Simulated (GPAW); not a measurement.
# Work function of In2Se2 monolayer at several levels

How far do functional and basis move the work function of In2Se2 monolayer? Where a layer proves gapped, the work function hangs on where the smearing puts the Fermi level, and the band edges take its place.

Calculated with GPAW 26.7.0; GPAW, PAW setups; layer in a repeated cell with vacuum, relaxation of atoms and in-plane cell, in the first sound run; inputs show where later runs differ.

### Step 1. The structure

The cell holds 4 atoms: 2 Se and 2 In. Its edges and angles: a = 4.134 Å, b = 4.134 Å, c = 19.143 Å, α = 90.0°, β = 90.0°, γ = 120.0°. Vacuum lies along c.

Coordinates:

```cif
data_structure
_symmetry_space_group_name_H-M 'P 1'
_symmetry_Int_Tables_number 1
_cell_length_a 4.1340
_cell_length_b 4.1340
_cell_length_c 19.1429
_cell_angle_alpha 90.000
_cell_angle_beta 90.000
_cell_angle_gamma 120.000
_cell_volume 283.32
loop_
_atom_site_label
_atom_site_type_symbol
_atom_site_fract_x
_atom_site_fract_y
_atom_site_fract_z
_atom_site_occupancy
Se1 Se 0.33333 0.66667 0.36567 1
In2 In 0.00000 0.00000 0.42582 1
In3 In 0.00000 0.00000 0.57418 1
Se4 Se 0.33333 0.66667 0.63433 1
```

### Step 2. Relaxation

Forces are removed first; all later runs use this geometry.

File run.py:

```python
import json
import numpy as np
from ase import Atoms
from ase.filters import FrechetCellFilter
from ase.optimize import BFGS
from gpaw import GPAW, PW

slab = Atoms(
    ['Se', 'In', 'In', 'Se'],
    positions=[
        [-0.00000, 2.38677, 7.00000],
        [0.00000, 0.00000, 8.15145],
        [0.00000, 0.00000, 10.99145],
        [-0.00000, 2.38677, 12.14291]],
    cell=[[4.134, 0.0, 0.0], [-2.067, 3.58015, 0.0], [0.0, 0.0, 19.1429]],
    pbc=[True, True, True])

slab.calc = GPAW(mode=PW(600), xc='PBE', kpts={'size': (9, 9, 1), 'gamma': True},
                 occupations={'name': 'fermi-dirac', 'width': 0.05}, nbands='160%',
                 convergence={'density': 1e-05}, maxiter=200,
                 symmetry={'tolerance': 1e-3}, txt='slab.txt')
result = {}
# The in-plane cell is free; stress needs a cell that repeats along all three vectors
path = []
opt = BFGS(FrechetCellFilter(slab, mask=[1, 1, 0, 0, 0, 1]), maxstep=0.2)
opt.attach(lambda: path.append((slab.get_potential_energy(), slab.positions.tolist(), slab.get_forces().tolist())))
result['relaxed'] = bool(opt.run(fmax=0.02, steps=45))
result['path'] = path
result['cell'] = slab.cell.tolist()
print('in-plane lattice', slab.cell.cellpar().round(4)[[0, 1, 5]])
energy = slab.get_potential_energy()
fermi = slab.calc.get_fermi_level()
v = slab.calc.get_electrostatic_potential().mean((0, 1)) - fermi
n = slab.calc.get_pseudo_density().mean((0, 1))
L = slab.cell[2, 2]
z = np.arange(len(v)) * L / len(v)
low, high = slab.positions[:, 2].min(), slab.positions[:, 2].max()
below, above = np.interp([low - 4.8, high + 4.8], z, v)
slopes = [np.interp(x, z, np.gradient(v, z)) for x in (low - 4.8, high + 4.8)]
eps = np.array([[slab.calc.get_eigenvalues(k, s) for k in range(len(slab.calc.get_ibz_k_points()))]
                for s in range(slab.calc.get_number_of_spins())]) - fermi
top, bottom = eps[eps < 0].max(), eps[eps > 0].min()
dipole = slab.get_dipole_moment()[2]
print(f'energy {energy:.4f} eV, Fermi level {fermi:.4f} eV, dipole {dipole:.5f} e A')
print(f'potential 4.8 A off the faces, from the Fermi level: lower {below:.4f} eV, upper {above:.4f} eV')
print(f'slope of the potential there: lower {slopes[0]:.5f}, upper {slopes[1]:.5f} eV/A')
print(f'nearest levels on the mesh: {top:.4f} and {bottom:.4f} eV')
print('magnetic moment', round(slab.get_magnetic_moment(), 3))
result.update(energy=energy, fermi=fermi, dipole=dipole, below=below, above=above, slopes=slopes, edges=[top, bottom],
              z=z.tolist(), v=v.tolist(), n=n.tolist(), positions=slab.positions.tolist(),
              forces=slab.get_forces(apply_constraint=False).tolist(), moments=slab.get_magnetic_moments().tolist())
json.dump(result, open('result.json', 'w'))
```

Launch:

```bash
$ OMP_NUM_THREADS=1 OPENBLAS_NUM_THREADS=1 python run.py
```

Log:

```text
Step          Energy          fmax
BFGS:    0      -14.604194        0.590016
BFGS:    1      -14.620387        0.434153
BFGS:    2      -14.642888        0.151691
BFGS:    3      -14.644378        0.149022
BFGS:    4      -14.665222        0.034417
BFGS:    5      -14.665374        0.014636
in-plane lattice [  4.0773   4.0773 120.    ]
energy -14.6654 eV, Fermi level -0.9505 eV, dipole 0.00020 e A
potential 4.8 A off the faces, from the Fermi level: lower 5.1667 eV, upper 5.1665 eV
slope of the potential there: lower -0.00007, upper 0.00016 eV/A
nearest levels on the mesh: -0.7800 and 0.6451 eV
magnetic moment 0.0
```

The job ended after 5.1 min (1 thread of Arm Neoverse V2, shared host; peak memory 0.41 GiB).

Numbers from this step:

| Property | Result |
| --- | --- |
| dipole along the normal | 1.97e-4 e·Å |
| levels nearest the Fermi level on the mesh | -0.7800, 0.6451 eV from the Fermi level |

Electrostatic potential energy of an electron (without an applied field's), less the Fermi level, planar mean against z:

```tsv
z (Å)	electrostatic potential energy of an electron (without an applied field's), less the Fermi level, planar mean (eV)
0.0	5.17
0.5	5.17
1.0	5.17
1.5	5.17
2.0	5.17
2.5	5.17
3.0	5.17
3.5	5.16
4.0	5.16
4.5	5.13
5.0	5.02
5.5	4.53
6.0	2.44
6.5	-5.33
7.0	-12.6
7.5	-6.76
8.0	-11.6
8.5	-8.00
9.0	-0.0846
9.5	2.35
10.0	1.07
10.5	-5.20
11.0	-12.3
11.5	-7.34
12.0	-10.5
12.5	-8.96
13.0	1.07
13.5	4.21
14.0	4.95
14.5	5.11
15.0	5.15
15.5	5.16
16.0	5.17
16.5	5.17
17.0	5.17
17.5	5.17
18.0	5.17
18.5	5.17
19.0	5.17
```

The pseudo valence density, planar mean by z:

z (Å), pseudo valence density, planar mean (e/Å³) and a bar from the least value:
```
     0.00      0.000 
     0.51      0.000 
     1.03      0.000 
     1.54      0.000 
     2.05      0.000 
     2.56      0.000 
     3.08      0.000 
     3.59      0.000 
     4.10      0.000 
     4.61      0.002 
     5.13      0.010 
     5.64      0.045 #
     6.15      0.170 #####
     6.67      0.230 #######
     7.18      0.327 ##########
     7.69      0.489 ###############
     8.20      0.956 ##############################
     8.72      0.273 #########
     9.23      0.093 ###
     9.74      0.079 ##
    10.26      0.178 ######
    10.77      0.741 #######################
    11.28      0.677 #####################
    11.79      0.385 ############
    12.31      0.168 #####
    12.82      0.231 #######
    13.33      0.073 ##
    13.84      0.017 #
    14.36      0.004 
    14.87      0.001 
    15.38      0.000 
    15.90      0.000 
    16.41      0.000 
    16.92      0.000 
    17.43      0.000 
    17.95      0.000 
    18.46      0.000 
    18.97      0.000
```

The relaxation lowered the energy of the cell by 0.0612 eV (energies extrapolated to zero smearing; the optimiser's log prints free energies). The largest force left on a free atom is 0.010 eV/Å.

### Step 3. The slab's potential

The work function is the vacuum plateau of the electrostatic potential less the Fermi level; a dipole layer lets the two faces have plateaus of their own.

This step: GPAW, PAW setups; slab in vacuum (GPAW 26.7.0).

The cell differs from the one that the last finished run ended in (c 19.143 → 19.372 Å).

Edit run.py of step 2 so:

```diff
@@ -3,4 +3,2 @@
 from ase import Atoms
-from ase.filters import FrechetCellFilter
-from ase.optimize import BFGS
 from gpaw import GPAW, PW
@@ -10,22 +8,15 @@
     positions=[
-        [-0.00000, 2.38677, 7.00000],
-        [0.00000, 0.00000, 8.15145],
-        [0.00000, 0.00000, 10.99145],
-        [-0.00000, 2.38677, 12.14291]],
-    cell=[[4.134, 0.0, 0.0], [-2.067, 3.58015, 0.0], [0.0, 0.0, 19.1429]],
-    pbc=[True, True, True])
+        [-0.00000, 2.35402, 7.00000],
+        [0.00000, 0.00000, 8.27597],
+        [-0.00000, 0.00000, 11.09604],
+        [-0.00000, 2.35402, 12.37202]],
+    cell=[[4.07728, 0.0, 0.0], [-2.03864, 3.53103, 0.0], [0.0, 0.0, 19.372]],
+    pbc=[True, True, False])
 
-slab.calc = GPAW(mode=PW(600), xc='PBE', kpts={'size': (9, 9, 1), 'gamma': True},
+slab.calc = GPAW(mode=PW(400), xc='PBE', kpts={'size': (9, 9, 1), 'gamma': True},
                  occupations={'name': 'fermi-dirac', 'width': 0.05}, nbands='160%',
                  convergence={'density': 1e-05}, maxiter=200,
+                 poissonsolver={'dipolelayer': 'xy'},
                  symmetry={'tolerance': 1e-3}, txt='slab.txt')
 result = {}
-# The in-plane cell is free; stress needs a cell that repeats along all three vectors
-path = []
-opt = BFGS(FrechetCellFilter(slab, mask=[1, 1, 0, 0, 0, 1]), maxstep=0.2)
-opt.attach(lambda: path.append((slab.get_potential_energy(), slab.positions.tolist(), slab.get_forces().tolist())))
-result['relaxed'] = bool(opt.run(fmax=0.02, steps=45))
-result['path'] = path
-result['cell'] = slab.cell.tolist()
-print('in-plane lattice', slab.cell.cellpar().round(4)[[0, 1, 5]])
 energy = slab.get_potential_energy()
```

Log:

```text
energy -14.3585 eV, Fermi level -1.0018 eV, dipole 0.00032 e A
potential 4.8 A off the faces, from the Fermi level: lower 5.1705 eV, upper 5.1678 eV
slope of the potential there: lower -0.00018, upper 0.00018 eV/A
nearest levels on the mesh: -0.7786 and 0.6438 eV
magnetic moment 0.0
```

Wall time 26 s (1 thread); peak memory 0.22 GiB.

This step gave:

```yaml
dipole_along_the_normal: 3.24e-4 e·Å
levels_nearest_the_fermi_level_on_the_mesh: -0.7786, 0.6438 eV from the Fermi level
upper_work_function: 5.168 eV
lower_work_function: 5.171 eV
upper_ionisation_energy: 5.946 eV
```

The electrostatic potential energy of an electron (without an applied field's), less the Fermi level, planar mean by z:

```tsv
z (Å)	electrostatic potential energy of an electron (without an applied field's), less the Fermi level, planar mean (eV)
0.0	5.17
0.5	5.17
1.0	5.17
1.5	5.17
2.0	5.17
2.5	5.17
3.0	5.17
3.5	5.17
4.0	5.16
4.5	5.15
5.0	5.07
5.5	4.72
6.0	3.20
6.5	-2.79
7.0	-13.0
7.5	-7.26
8.0	-10.2
8.5	-10.1
9.0	-1.37
9.5	2.14
10.0	1.70
10.5	-3.21
11.0	-11.8
11.5	-8.53
12.0	-8.72
12.5	-11.5
13.0	-0.485
13.5	3.81
14.0	4.86
14.5	5.10
15.0	5.15
15.5	5.16
16.0	5.17
16.5	5.17
17.0	5.17
17.5	5.17
18.0	5.17
18.5	5.17
19.0	5.17
```

The pseudo valence density, planar mean by z:

z (Å), pseudo valence density, planar mean (e/Å³) and a bar from the least value:
```
     0.00      0.000 
     0.43      0.000 
     1.08      0.000 
     1.51      0.000 
     2.15      0.000 
     2.58      0.000 
     3.01      0.000 
     3.66      0.000 
     4.09      0.000 
     4.74      0.002 
     5.17      0.008 
     5.60      0.029 #
     6.24      0.161 #####
     6.67      0.263 ########
     7.32      0.340 ###########
     7.75      0.453 ##############
     8.18      0.938 ##############################
     8.83      0.278 #########
     9.26      0.106 ###
     9.90      0.081 ###
    10.33      0.164 #####
    10.98      0.885 ############################
    11.41      0.659 #####################
    11.84      0.396 #############
    12.48      0.184 ######
    12.91      0.237 ########
    13.56      0.053 ##
    13.99      0.015 
    14.42      0.004 
    15.07      0.001 
    15.50      0.000 
    16.14      0.000 
    16.57      0.000 
    17.00      0.000 
    17.65      0.000 
    18.08      0.000 
    18.73      0.000 
    19.16      0.000
```

The layer is gapped, so the Fermi level lies somewhere inside the gap, set by smearing and numerics, and these work functions are no property of the material; the band edges below the vacuum level are. The potential is flat to 1.8e-4 eV/Å where it is read, so the vacuum is wide enough.

### Step 4. Self-consistent run: xc = "RPBE"

The same geometry under RPBE, to see how far the functional moves the levels against the vacuum.

Edit run.py of step 3 so:

```diff
@@ -15,3 +15,3 @@
 
-slab.calc = GPAW(mode=PW(400), xc='PBE', kpts={'size': (9, 9, 1), 'gamma': True},
+slab.calc = GPAW(mode=PW(400), xc='RPBE', kpts={'size': (9, 9, 1), 'gamma': True},
                  occupations={'name': 'fermi-dirac', 'width': 0.05}, nbands='160%',
```

Log:

```text
energy -13.1755 eV, Fermi level -0.8664 eV, dipole 0.00032 e A
potential 4.8 A off the faces, from the Fermi level: lower 5.0523 eV, upper 5.0496 eV
slope of the potential there: lower -0.00019, upper 0.00019 eV/A
nearest levels on the mesh: -0.8197 and 0.6865 eV
magnetic moment 0.0
```

Elapsed: 28 s, on 1 thread; peak memory 0.22 GiB.

This step gave:

```yaml
dipole_along_the_normal: 3.23e-4 e·Å
levels_nearest_the_fermi_level_on_the_mesh: -0.8197, 0.6865 eV from the Fermi level
upper_work_function: 5.050 eV
lower_work_function: 5.052 eV
upper_ionisation_energy: 5.869 eV
```

Electrostatic potential energy of an electron (without an applied field's), less the Fermi level, planar mean against z:

```tsv
z (Å)	electrostatic potential energy of an electron (without an applied field's), less the Fermi level, planar mean (eV)
0.0	5.05
0.5	5.05
1.0	5.05
1.5	5.05
2.0	5.05
2.5	5.05
3.0	5.05
3.5	5.05
4.0	5.05
4.5	5.03
5.0	4.94
5.5	4.59
6.0	3.08
6.5	-2.92
7.0	-13.1
7.5	-7.41
8.0	-10.4
8.5	-10.3
9.0	-1.57
9.5	1.94
10.0	1.49
10.5	-3.41
11.0	-11.9
11.5	-8.68
12.0	-8.87
12.5	-11.6
13.0	-0.612
13.5	3.69
14.0	4.73
14.5	4.97
15.0	5.03
15.5	5.05
16.0	5.05
16.5	5.05
17.0	5.05
17.5	5.05
18.0	5.05
18.5	5.05
19.0	5.05
```

The pseudo valence density, planar mean by z:

z (Å), pseudo valence density, planar mean (e/Å³) and a bar from the least value:
```
     0.00      0.000 
     0.65      0.000 
     1.29      0.000 
     1.94      0.000 
     2.58      0.000 
     3.23      0.000 
     3.87      0.000 
     4.52      0.001 
     5.38      0.015 
     6.03      0.096 ###
     6.67      0.263 ########
     7.32      0.339 ###########
     7.96      0.660 #####################
     8.61      0.534 #################
     9.26      0.106 ###
     9.90      0.081 ###
    10.55      0.277 #########
    11.19      0.939 ##############################
    11.84      0.396 #############
    12.48      0.184 ######
    13.13      0.161 #####
    13.78      0.029 #
    14.64      0.002 
    15.28      0.000 
    15.93      0.000 
    16.57      0.000 
    17.22      0.000 
    17.87      0.000 
    18.51      0.000 
    19.16      0.000
```

Force by atom:

```tsv
atom	x (eV/Å)	y (eV/Å)	z (eV/Å)	size
Se1	0.000	0.000	-0.159	0.159
In2	0.000	0.000	0.016	0.016
In3	0.000	0.000	-0.016	0.016
Se4	0.000	0.000	0.159	0.159
```

The highest filled level lies 0.820 eV under the Fermi level, so the ionisation energy from the upper face is 5.050 + 0.820 = 5.869 eV, against 5.946 eV in the base run.

### Step 5. OptPBE vdW: xc = "optPBE-vdW"

The same geometry under optPBE-vdW, to see how far the functional moves the levels against the vacuum (the van der Waals functionals take revPBE setups).

Edit run.py of step 4 so:

```diff
@@ -15,3 +15,3 @@
 
-slab.calc = GPAW(mode=PW(400), xc='RPBE', kpts={'size': (9, 9, 1), 'gamma': True},
+slab.calc = GPAW(mode=PW(400), xc='optPBE-vdW', kpts={'size': (9, 9, 1), 'gamma': True},
                  occupations={'name': 'fermi-dirac', 'width': 0.05}, nbands='160%',
```

Log:

```text
energy -67.8695 eV, Fermi level -1.1508 eV, dipole 0.00032 e A
potential 4.8 A off the faces, from the Fermi level: lower 5.3980 eV, upper 5.3953 eV
slope of the potential there: lower -0.00023, upper 0.00023 eV/A
nearest levels on the mesh: -0.7716 and 0.6355 eV
magnetic moment 0.0
```

Run time: 34 s. Hardware: 1 thread; peak memory 0.41 GiB.

This step gave:

| Item | Value |
| --- | --- |
| levels nearest the Fermi level on the mesh | -0.7716, 0.6355 eV from the Fermi level |
| upper work function | 5.395 eV |
| lower work function | 5.398 eV |
| upper ionisation energy | 6.167 eV |

The highest filled level lies 0.772 eV under the Fermi level, so the ionisation energy from the upper face is 5.395 + 0.772 = 6.167 eV, against 5.946 eV in the base run.

### Step 6. Self-consistent run: xc = "vdW-DF2"

The same geometry under vdW-DF2, to see how far the functional moves the levels against the vacuum (the van der Waals functionals take revPBE setups).

Edit run.py of step 5 so:

```diff
@@ -15,3 +15,3 @@
 
-slab.calc = GPAW(mode=PW(400), xc='optPBE-vdW', kpts={'size': (9, 9, 1), 'gamma': True},
+slab.calc = GPAW(mode=PW(400), xc='vdW-DF2', kpts={'size': (9, 9, 1), 'gamma': True},
                  occupations={'name': 'fermi-dirac', 'width': 0.05}, nbands='160%',
```

Log:

```text
energy -340.5164 eV, Fermi level -1.2753 eV, dipole 0.00032 e A
potential 4.8 A off the faces, from the Fermi level: lower 5.5930 eV, upper 5.5903 eV
slope of the potential there: lower -0.00060, upper 0.00060 eV/A
nearest levels on the mesh: -0.7060 and 0.5725 eV
magnetic moment 0.0
```

The job ended after 33 s (1 thread; peak memory 0.41 GiB).

This step gave:

```yaml
dipole_along_the_normal: 3.24e-4 e·Å
levels_nearest_the_fermi_level_on_the_mesh: -0.7060, 0.5725 eV from the Fermi level
upper_work_function: 5.590 eV
lower_work_function: 5.593 eV
upper_ionisation_energy: 6.296 eV
```

The highest filled level lies 0.706 eV under the Fermi level, so the ionisation energy from the upper face is 5.590 + 0.706 = 6.296 eV, against 5.946 eV in the base run.

### Step 7. Self-consistent run: xc = "LDA"

The same geometry under LDA, to see how far the functional moves the levels against the vacuum.

Edit run.py of step 6 so:

```diff
@@ -15,3 +15,3 @@
 
-slab.calc = GPAW(mode=PW(400), xc='vdW-DF2', kpts={'size': (9, 9, 1), 'gamma': True},
+slab.calc = GPAW(mode=PW(400), xc='LDA', kpts={'size': (9, 9, 1), 'gamma': True},
                  occupations={'name': 'fermi-dirac', 'width': 0.05}, nbands='160%',
```

Log:

```text
energy -16.5750 eV, Fermi level -1.3379 eV, dipole 0.00033 e A
potential 4.8 A off the faces, from the Fermi level: lower 5.4697 eV, upper 5.4670 eV
slope of the potential there: lower -0.00016, upper 0.00016 eV/A
nearest levels on the mesh: -0.6991 and 0.5630 eV
magnetic moment 0.0
```

Elapsed: 26 s, on 1 thread; peak memory 0.22 GiB.

This step gave:

* dipole along the normal: 3.28e-4 e·Å
* levels nearest the Fermi level on the mesh: -0.6991, 0.5630 eV from the Fermi level
* upper work function: 5.467 eV
* lower work function: 5.470 eV
* upper ionisation energy: 6.166 eV

The electrostatic potential energy of an electron (without an applied field's), less the Fermi level, planar mean oscillates, so the rows of the table below give means over windows of 1 Å about each position, cut where the curve ends. Its maxima inside the range that stand out by 2 % of the span (Å: eV): 7.6: -6.33, 9.7: 2.83, 11.7: -6.33. Its minima: 7.0: -12.6, 8.3: -11.9, 11.1: -11.9, 12.4: -12.6.

The electrostatic potential energy of an electron (without an applied field's), less the Fermi level, planar mean by z; means over each step:

```tsv
z (Å)	electrostatic potential energy of an electron (without an applied field's), less the Fermi level, planar mean (eV)
0	5.47
1	5.47
2	5.47
3	5.47
4	5.46
5	5.33
6	2.77
7	-9.06
8	-9.28
9	-1.90
10	1.40
11	-8.99
12	-9.12
13	-1.47
14	5.03
15	5.44
16	5.47
17	5.47
18	5.47
19	5.47
```

The highest filled level lies 0.699 eV under the Fermi level, so the ionisation energy from the upper face is 5.467 + 0.699 = 6.166 eV, against 5.946 eV in the base run.

(Continued in part 2 of 2.)

[Logs are printed without paths, hosts, clocks, repeated set-up lines and the standing remarks that a program may print on its own settings, such as how far it seeks lower states.]

[Hosts, paths, dates, database ids (printed as entryN), source tags and the programs' standing remarks are cut or masked in the printed files.]
